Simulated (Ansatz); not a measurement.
# TiPt3 (Pm-3m) in Ansatz: reference runs

Reference runs on TiPt3: the cell as given and a disturbed copy.

Program: Ansatz 0.2.0. These are calculated values, not measurements. Logs are shortened: lines on timing, memory, paths and dates and some standing lists are left out, and cuts for length are marked.

## 1. The structure

The structure is cubic, space group Pm-3m (No. 221). Conventional cell: a = 3.897 Å, b = 3.897 Å, c = 3.897 Å, α = 90.00°, β = 90.00°, γ = 90.00°. Around Pt (site symmetry 4/mmm) lie 8 Pt at 2.76 Å and 4 Ti at 2.76 Å. Ti (site symmetry m-3m) is surrounded by 12 Pt at 2.76 Å.

## 2. Single point, PBE

Contents of input.yaml:

```yaml
crystal:
  lattice:
    - [3.897, 0.0, 0.0]
    - [0.0, 3.897, 0.0]
    - [0.0, 0.0, 3.897]
  atoms:
    - { symbol: Pt, position: [0.5, 0.5, 0.0] }
    - { symbol: Pt, position: [0.5, 0.0, 0.5] }
    - { symbol: Pt, position: [0.0, 0.5, 0.5] }
    - { symbol: Ti, position: [0.0, 0.0, 0.0] }
hamiltonian:
  xc: pbe
  pseudopotentials: { kind: paw }
kpoints:
  mp_grid: { grid: [7, 7, 7] }
scf:
  occupations: { method: fermi_dirac, width: 0.05 }
output:
  forces: true
  stress: true
  eigenvalues: true
  write_density: true
  write_potential: true
  elf: true
  volumetric_format: npy
```

Potentials or basis: Ansatz PAW.

Command:

```bash
$ ansatz run input.yaml --threads 2 --pin off --max-ram 5120MiB --backend cpu --events-out ev --progress --plain --runs-dir out
```

The log of the run:

```text
Warning: RAYON_NUM_THREADS=2 ignored (pool sized by the plan → 2); use --threads N
Engine: ansatz 0.2.0, x86_64-unknown-linux-gnu
Pseudopotentials: kind: paw
Pseudopotential: Pt, paw, valence charge 18, recommended cutoff 420 eV (normal), Pt.paw.azcp
Pseudopotential: Ti, paw, valence charge 12, recommended cutoff 420 eV (normal), Ti.paw.azcp
Functional definition: PBE
  parameter kappa = 0.804
  parameter beta = 0.06672455060314922
  exchange = pbe_x(kappa = kappa, mu = beta*pi^2/3)
  correlation = pbe_c(beta = beta)
Crystal: 4 atoms, lattice volume = 59.182 Å³
Basis set: ecut = 420 eV, 1189 PW (Γ), exchange–correlation on 54×54×54 points (8 copies of the dense FFT grid, shifted against one another)
Bands: 40, of which v1, the nominal top of the filled ones, is band 33 counted from 1 (32 counted from 0)
Symmetry: 48 space group operations
Space group: Pm-3m (ITA 221), of the structure as read, at distance tolerance 3.9e-5 Å
k-points: 20 of 343
Non-local potential: Pt, projectors of the file, l = 0: 3, l = 1: 2, l = 2: 2, l = 3: 1
Non-local potential: Ti, projectors of the file, l = 0: 3, l = 1: 2, l = 2: 3, l = 3: 1
PAW form: soft (Blöchl's): semilocal exchange-correlation on the pseudo side does not see the compensation charge
PAW one-centre angular grid: Pt, 590 points (default); XC on 64 Gauss nodes
PAW one-centre angular grid: Ti, 590 points (default); XC on 64 Gauss nodes
Initial density: superposition of atomic densities (neutral atoms: chi_scale 0, normalization atom), corrected by the library's trained network
Initial wavefunctions: pseudopotential atomic-orbital guess
Functional: x = pbe(κ = 0.804, μ = 0.2195149727645171), c = pbe(β = 0.06672455060314922)
SCF iter   1: F=—  HF=-40072.081906 eV  |F-HF|=—  |Δ(HF+E_count)|=         —  Δρ=1.47e-2  dr2=1.89e-1  ethr=1.77e-3  ⟨swp⟩=5.5  Hψ=2613  notcnv=0
preconditioner: auto → Resta (q_TF=auto, 2.778 Å⁻¹)  ε∞=22.0  [insulator: Δε(μ)=0.186 eV  Ē_g=6.142 eV  σ=0.050 eV  W_gap=0.69  n_scr=18 (ndim 8)  ℏωp=28.1 eV  f_vac=0.000  D(μ)=1.03/eV (n_scr^D=6)  ε∞_Penn≈22.0]
SCF iter   2: F=—  HF=-40072.072775 eV  |F-HF|=—  |Δ(HF+E_count)|=   9.13e-3  Δρ=7.55e-3  dr2=5.38e-2  ethr=2.87e-4  ⟨swp⟩=2.0  Hψ=1073  notcnv=0  defer=3
preconditioner: auto → Kerker (q_TF=auto, 2.778 Å⁻¹)  [metal: Δε(μ)=0.118 eV  Ē_g=6.103 eV  σ=0.050 eV  W_gap=0.48  n_scr=18 (ndim 8)  ℏωp=28.1 eV  f_vac=0.000  D(μ)=1.27/eV (n_scr^D=6)]
SCF iter   3: F=—  HF=-40072.068693 eV  |F-HF|=—  |Δ(HF+E_count)|=   4.08e-3  Δρ=7.61e-4  dr2=2.03e-4  ethr=8.15e-5  ⟨swp⟩=2.0  Hψ=912  notcnv=0  defer=3
SCF iter   4: F=—  HF=-40072.068721 eV  |F-HF|=—  |Δ(HF+E_count)|=   2.79e-5  Δρ=1.83e-4  dr2=3.12e-5  ethr=3.07e-7  ⟨swp⟩=2.0  Hψ=1185  notcnv=0  defer=3
SCF iter   5: F=—  HF=-40072.068726 eV  |F-HF|=—  |Δ(HF+E_count)|=   5.11e-6  Δρ=3.89e-5  dr2=7.84e-7  ethr=4.72e-8  ⟨swp⟩=1.1  Hψ=801  notcnv=0  defer=3
SCF iter   6: F=-40072.068726 eV  HF=-40072.068726 eV  |F-HF|=3.86e-8  |Δ(HF+E_count)|=   6.47e-9  Δρ=8.33e-6  dr2=5.87e-8  ethr=1.52e-10  ⟨swp⟩=8.3  Hψ=4902  notcnv=0
SCF 1 converged in 6 iterations: F = -40072.068726 eV  dr2 = 5.87e-8
SCF converged after 6 iterations
Free energy (F): -40072.068726 eV
Harris-Foulkes:  -40072.068726 eV  (|F-HF|=3.86e-8)
Internal energy: -40072.055640 eV  (E = F + TS)
E sigma→0 (E₀):  -40072.062183 eV
Entropy (-TS):   -0.013087 eV (-3.272 meV/atom)
Fermi energy:    22.630417 eV
--- Per-component energies (eV) ---
  E_band       = -527.136933
  E_kinetic    = 2191.218829
  E_local      = -5216.800154  (includes V_loc(G=0)·N_el)
  E_nonlocal   = 602.492218
  E_hartree    = 1984.033108
  E_xc         = -887.605955
  E_vxc        = -1036.922954  (∫ρ·V_xc dr)
  E_paw        = -29408.360964  (= ΣΔE_a)
  E_vpaw       = -1035.188191  (= ΣTr[D̂ρ^β])
  E_aug_tail   = 0.000678  (compensation charges beyond the density's cutoff)
  E_ewald      = -9337.033399
  E_smearing   = -0.013087  (= −TS)
  E_closure    = -0.000000  (closes the sum)
  Σ components = -40072.068726   (vs F -40072.068726, Δ=0.00e0)
--- Forces (eV/Å), atoms counted from 1 ---
  atom   1  Pt     0.00000000     0.00000000    -0.00000000
  atom   2  Pt     0.00000000    -0.00000000     0.00000000
  atom   3  Pt     0.00000000    -0.00000000     0.00000000
  atom   4  Ti     0.00000000     0.00000000    -0.00000000
  max |Σ_I F_I| component: 1.80e-28 eV/Å
--- Stress (GPa, compression-positive) ---
       10.111739      -0.000000       0.000000
       -0.000000      10.111739       0.000000
        0.000000       0.000000      10.111739
  P = ⅓ Tr σ = 10.1117 GPa (101.117 kbar)
--- Band table (eV; the first three rows and the last of 20) ---
  k-point 0: bands = ["-76.4678", "-76.4313", "-76.4313", "-35.5265", "-30.8556", "-30.8556", "-30.8556", "-30.6618", "-30.6618", "-30.6618", "-30.5079", "-30.5079", "-30.5079", "-11.7556", "-11.7556", "-11.7556", "12.3680", "15.1515", "15.5276", "15.5276", "15.8280", "15.8280", "15.8280", "18.9655", "18.9655", "18.9655", "20.9034", "20.9034", "22.0762", "22.6452", "22.6452", "22.6452", "24.0165", "24.0165", "24.1882", "24.1882", "24.1882", "24.6522", "24.6522", "24.6522"]
  k-point 1: bands = ["-76.4662", "-76.4329", "-76.4312", "-35.5269", "-30.8460", "-30.8460", "-30.8392", "-30.6645", "-30.6645", "-30.6625", "-30.5250", "-30.5149", "-30.5149", "-11.7615", "-11.7567", "-11.7567", "12.6389", "15.3219", "15.6245", "15.7531", "15.9266", "15.9959", "15.9959", "18.8025", "19.0455", "19.0455", "20.6704", "20.9364", "21.6238", "21.6238", "21.8272", "22.6459", "22.8612", "23.7553", "23.7553", "23.8911", "24.0075", "24.6454", "25.9537", "25.9537"]
  k-point 2: bands = ["-76.4619", "-76.4372", "-76.4312", "-35.5279", "-30.8212", "-30.8212", "-30.7937", "-30.6734", "-30.6734", "-30.6641", "-30.5724", "-30.5313", "-30.5313", "-11.7747", "-11.7591", "-11.7591", "13.3975", "15.7266", "15.8609", "16.1948", "16.3704", "16.4888", "16.4888", "18.3936", "19.1483", "19.1483", "20.0432", "20.2701", "20.2701", "20.8529", "20.8826", "21.2424", "22.6476", "23.0632", "23.0632", "23.5429", "23.6215", "24.6316", "27.8676", "27.8676"]
  k-point 19: bands = ["-76.4446", "-76.4428", "-76.4428", "-35.5248", "-30.9284", "-30.8303", "-30.8300", "-30.8300", "-30.5529", "-30.5529", "-30.5495", "-30.5132", "-30.5132", "-11.7695", "-11.7675", "-11.7675", "15.1068", "15.2878", "15.2878", "15.6739", "18.0309", "18.0309", "18.2342", "18.6758", "18.9921", "18.9921", "19.5260", "19.5260", "20.7714", "20.8752", "20.8752", "21.6154", "22.1608", "22.8611", "22.8611", "23.7655", "23.7655", "24.3839", "24.3942", "24.3942"]
```

Wall time 1.2 s (2 threads of AMD EPYC 7B13 (Zen 3), shared host); peak memory 0.43 GiB.

What came out:

```yaml
Free_energy: -40072.0687 eV
Pressure: 10.1 GPa
Band_gap_on_the_k_mesh: none (metal or under the smearing width)
```

Levels at points of the mesh, in eV from the Fermi level:
```tsv
k point	band 30	band 31	band 32	band 33	band 34	band 35	band 36	band 37
(0.00, 0.00, 0.00)	0.01	0.01	0.01	1.39	1.39	1.56	1.56	1.56
```

## 3. Single point, PBE (atoms moved at random, drawn with an rms of 0.05 Å)

Contents of input.yaml:

```yaml
crystal:
  lattice:
    - [3.897, 0.0, 0.0]
    - [0.0, 3.897, 0.0]
    - [0.0, 0.0, 3.897]
  atoms:
    - { symbol: Pt, position: [0.493293, 0.495564, 0.010669] }
    - { symbol: Pt, position: [0.503813, -0.007705, 0.486739] }
    - { symbol: Pt, position: [0.008514, 0.50969, 0.509004] }
    - { symbol: Ti, position: [-0.01301, 0.005316, 0.00448] }
hamiltonian:
  xc: pbe
  pseudopotentials: { kind: paw }
kpoints:
  mp_grid: { grid: [7, 7, 7] }
scf:
  occupations: { method: fermi_dirac, width: 0.05 }
output:
  forces: true
  stress: true
  eigenvalues: true
```

Potentials or basis: Ansatz PAW.

Command:

```bash
$ ansatz run input.yaml --threads 2 --pin off --max-ram 5120MiB --backend cpu --events-out ev --progress --plain --runs-dir out
```

The log of the run:

```text
Warning: RAYON_NUM_THREADS=2 ignored (pool sized by the plan → 2); use --threads N
[... 9 set-up lines as earlier in the session ...]
Crystal: 4 atoms, lattice volume = 59.182 Å³
Basis set: ecut = 420 eV, 1189 PW (Γ), exchange–correlation on 54×54×54 points (8 copies of the dense FFT grid, shifted against one another)
Bands: 40, of which v1, the nominal top of the filled ones, is band 33 counted from 1 (32 counted from 0)
Symmetry: 1 space group operations
Space group: P1 (ITA 1), of the structure as read, at distance tolerance 3.9e-5 Å
k-points: 172 of 343 (time reversal used)
[... 8 set-up lines as earlier in the session ...]
SCF iter   1: F=—  HF=-40072.001320 eV  |F-HF|=—  |Δ(HF+E_count)|=         —  Δρ=1.44e-2  dr2=1.82e-1  ethr=1.77e-3  ⟨swp⟩=5.7  Hψ=22133  notcnv=0
preconditioner: auto → Kerker (q_TF=auto, 2.778 Å⁻¹)  [metal: Δε(μ)=0.106 eV  Ē_g=6.156 eV  σ=0.050 eV  W_gap=0.48  n_scr=18 (ndim 8)  ℏωp=28.1 eV  f_vac=0.000  D(μ)=0.85/eV (n_scr^D=0)]
SCF iter   2: F=—  HF=-40071.992878 eV  |F-HF|=—  |Δ(HF+E_count)|=   8.44e-3  Δρ=7.53e-3  dr2=5.40e-2  ethr=2.75e-4  ⟨swp⟩=2.0  Hψ=9245  notcnv=0  defer=2
SCF iter   3: F=—  HF=-40071.988706 eV  |F-HF|=—  |Δ(HF+E_count)|=   4.17e-3  Δρ=7.80e-4  dr2=1.97e-4  ethr=8.19e-5  ⟨swp⟩=2.0  Hψ=7843  notcnv=0  defer=2
SCF iter   4: F=—  HF=-40071.988736 eV  |F-HF|=—  |Δ(HF+E_count)|=   2.97e-5  Δρ=2.01e-4  dr2=4.30e-5  ethr=2.99e-7  ⟨swp⟩=2.1  Hψ=10350  notcnv=0  defer=2
SCF iter   5: F=—  HF=-40071.988738 eV  |F-HF|=—  |Δ(HF+E_count)|=   1.60e-6  Δρ=4.88e-5  dr2=1.32e-6  ethr=6.52e-8  ⟨swp⟩=1.0  Hψ=6883  notcnv=0  defer=2
SCF iter   6: F=-40071.988737 eV  HF=-40071.988738 eV  |F-HF|=5.93e-8  |Δ(HF+E_count)|=   6.47e-8  Δρ=9.26e-6  dr2=8.80e-8  ethr=1.52e-10  ⟨swp⟩=5.1  Hψ=25581  notcnv=0
SCF 1 converged in 6 iterations: F = -40071.988737 eV  dr2 = 8.80e-8
SCF converged after 6 iterations
Free energy (F): -40071.988737 eV
Harris-Foulkes:  -40071.988738 eV  (|F-HF|=5.93e-8)
Internal energy: -40071.976712 eV  (E = F + TS)
E sigma→0 (E₀):  -40071.982725 eV
Entropy (-TS):   -0.012026 eV (-3.006 meV/atom)
Fermi energy:    22.625079 eV
--- Per-component energies (eV) ---
  E_band       = -527.309235
  E_kinetic    = 2191.730768
  E_local      = -5227.155811  (includes V_loc(G=0)·N_el)
  E_nonlocal   = 602.603337
  E_hartree    = 1988.981812
  E_xc         = -887.722450
  E_vxc        = -1037.077991  (∫ρ·V_xc dr)
  E_paw        = -29408.470695  (= ΣΔE_a)
  E_vpaw       = -1035.368105  (= ΣTr[D̂ρ^β])
  E_aug_tail   = 0.000690  (compensation charges beyond the density's cutoff)
  E_ewald      = -9331.944364
  E_smearing   = -0.012026  (= −TS)
  E_closure    = 0.000000  (closes the sum)
  Σ components = -40071.988737   (vs F -40071.988737, Δ=0.00e0)
--- Forces (eV/Å), atoms counted from 1 ---
  atom   1  Pt     0.37248559    -0.04377933    -0.78116934
  atom   2  Pt     0.01237924     0.65710393     0.83406978
  atom   3  Pt    -0.65990705    -0.52376956     0.04635614
  atom   4  Ti     0.27498305    -0.08952853    -0.09925352
  max |Σ_I F_I| component: 5.92e-5 eV/Å
--- Stress (GPa, compression-positive) ---
       10.843165       0.064303      -0.205510
        0.064303      11.243085       0.051266
       -0.205510       0.051266      11.124153
  P = ⅓ Tr σ = 11.0701 GPa (110.701 kbar)
--- Band table (eV; the first three rows and the last of 172) ---
  k-point 0: bands = ["-76.4712", "-76.4352", "-76.4301", "-35.5128", "-30.8657", "-30.8618", "-30.8602", "-30.6688", "-30.6652", "-30.6609", "-30.5101", "-30.5098", "-30.5068", "-11.7440", "-11.7433", "-11.7424", "12.3682", "15.1461", "15.5215", "15.5336", "15.8222", "15.8237", "15.8349", "18.9370", "18.9601", "18.9736", "20.8746", "20.8929", "22.0199", "22.5985", "22.6243", "22.6343", "23.7784", "23.9529", "24.2432", "24.2797", "24.4561", "24.6373", "24.6471", "24.6570"]
  k-point 1: bands = ["-76.4697", "-76.4361", "-76.4307", "-35.5132", "-30.8561", "-30.8520", "-30.8449", "-30.6752", "-30.6650", "-30.6610", "-30.5269", "-30.5162", "-30.5138", "-11.7489", "-11.7449", "-11.7439", "12.6388", "15.3143", "15.6251", "15.7425", "15.9155", "15.9910", "16.0133", "18.7900", "19.0293", "19.0439", "20.6390", "20.9061", "21.5599", "21.6159", "21.8363", "22.6116", "22.9007", "23.7042", "23.7483", "23.9268", "24.0829", "24.6487", "25.9464", "25.9726"]
  k-point 2: bands = ["-76.4656", "-76.4392", "-76.4316", "-35.5142", "-30.8321", "-30.8279", "-30.8009", "-30.6870", "-30.6749", "-30.6590", "-30.5726", "-30.5309", "-30.5298", "-11.7620", "-11.7473", "-11.7464", "13.3967", "15.7183", "15.8555", "16.1787", "16.3281", "16.4818", "16.5280", "18.3783", "19.1263", "19.1399", "19.9569", "20.2551", "20.2927", "20.7095", "21.0822", "21.2384", "22.5934", "23.0719", "23.1036", "23.5774", "23.6492", "24.6396", "27.8331", "27.8770"]
  k-point 171: bands = ["-76.4597", "-76.4405", "-76.4362", "-35.5147", "-30.8367", "-30.7744", "-30.7635", "-30.7395", "-30.6752", "-30.6370", "-30.6137", "-30.5459", "-30.5356", "-11.7703", "-11.7543", "-11.7493", "14.7208", "15.9992", "16.5182", "16.7507", "17.0160", "17.0766", "17.5901", "17.9301", "18.1652", "18.2969", "19.1328", "19.3750", "19.7303", "20.1628", "20.4851", "20.7638", "21.9052", "22.6847", "23.0903", "23.3679", "23.4312", "24.0920", "27.9411", "28.5205"]
```

Run time: 9.9 s. Hardware: 2 threads of AMD EPYC 7B13 (Zen 3), shared host; peak memory 0.6 GiB.

What came out:

```yaml
Free_energy: -40071.9887 eV
Pressure: 11.1 GPa
Largest_force: 1.062 eV/Å
Band_gap_on_the_k_mesh: none (metal or under the smearing width)
```

Forces in eV/Å, atoms in the order of the input:
```
Pt   0.372 -0.044 -0.781
Pt   0.012  0.657  0.834
Pt  -0.660 -0.524  0.046
Ti   0.275 -0.090 -0.099
```

Spin-orbit coupling is left out, which matters for the levels of Pt.
